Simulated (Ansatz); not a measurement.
## Ionic part of the dielectric constant of SiC at 8 GPa, mode by mode

Level of theory: DFT LDA, scalar-relativistic, plane waves, PAW (Ansatz 0.2.0). Settings: 420 eV plane-wave cutoff, Γ-centred 12×12×6 mesh, fixed occupations. No spin polarisation. Phonons by linear response, acoustic sum rule imposed.

It takes space group P6_3mc (No. 186, hexagonal). The conventional cell has a = 3.024 Å, b = 3.024 Å, c = 4.961 Å, α = 90.00°, β = 90.00°, γ = 120.00°. Si (site symmetry 3m) has 4 C at 1.85 to 1.86 Å as nearest neighbours. C (site symmetry 3m) is surrounded by 4 Si at 1.85 to 1.86 Å.

The primitive cell has V = 39.28 Å³ and ε∞,yy = 6.812. Each polar mode adds Δε = (4.92064×10⁷/V)·S/ν² along y, with S its oscillator strength in e²/amu, ν in cm⁻¹ and V in Å³.

Question: From these modes, find each Δε and ε0,yy.
| ν (cm⁻¹) | S_yy (e²/amu) |
| --- | --- |
| 831.3 | 1.755 |

Answer:
| ν (cm⁻¹) | Δε |
| --- | --- |
| 831.3 | 3.18 |

The sum is 3.182, so ε0,yy = 9.99; the run's tensor has 9.99.

Question: Where do the longitudinal modes lie for a wave vector along y?

Answer: At 1007 cm⁻¹. The Lyddane–Sachs–Teller product Π(ν_LO/ν_TO)² = 1.47 matches ε0/ε∞ = 1.47.

Cost: 1 run of about 3.8 core-minutes, on Arm Neoverse N1 (shared hosts).

Electronic polarisation supplies most of the in-plane static dielectric constant: ε∞,yy is 6.812, against a lattice contribution of 3.18. That the latter comes from a single mode follows from wurtzite symmetry, where only the E1 optical vibration carries a dipole perpendicular to the hexagonal axis, while the E2 modes are Raman active but infrared silent. Carbon's greater electronegativity makes the Si–C bond polar, so the opposed motion of the two sublattices produces a sizeable dipole. The same bond is short, strongly covalent and stiff, and carbon is light; the resulting high frequency limits the ionic response, which scales as the inverse square of ν.

The shift from 831.3 to 1007 cm⁻¹ reflects the macroscopic field that adds a restoring force to the longitudinal vibration, weakened by electronic screening. The Lyddane–Sachs–Teller agreement confirms internal consistency rather than accuracy, since both sides rest on the same oscillator strength and ε∞. With only one pressure treated, the results don't show how compression changes the balance between bond stiffening and effective charge.
